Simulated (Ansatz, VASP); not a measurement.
**One calculation of Sb, two programs**

```xyz
1
Lattice="3.1913 0.0000 0.0000 0.0000 3.1913 0.0000 0.0000 0.0000 3.1913" Properties=species:S:1:pos:R:3 pbc="T T T"
Sb    0.0000    0.0000    0.0000
```

Change from the starting cell: volume scaled by 1.03, PAW files.

Alike in both runs: task electric field gradients; functional PBEsol; k mesh 13 × 13 × 13; occupations fermi-dirac, width 0.05 eV; no spin polarisation.

```csv
,VASP,Ansatz
version,VASP 6.6.1,Ansatz 0.2.0
potentials or method,"VASP PAW PBE potentials, release 64 (Sb)","PAW with Ansatz's default frozen-core files, scalar-relativistic"
plane-wave cutoff (eV),520,420
valence electrons in the cell,5,15
```

```csv
,VASP,Ansatz,Ansatz less VASP
pressure (GPa),-6.0,-6.0,-0.02
Vzz of the field gradient on the site that differs most (V/Å²),0.0,0.0,0.00
```

The two sets of potentials don't hold the same shells in valence. Ansatz warned: «gradients_without_spin_orbit».

Caveats: the PAW data sets were made with another functional, which shifts forces and pressure a little (VASP). Spin-orbit coupling is left out, which matters for the levels of Sb.
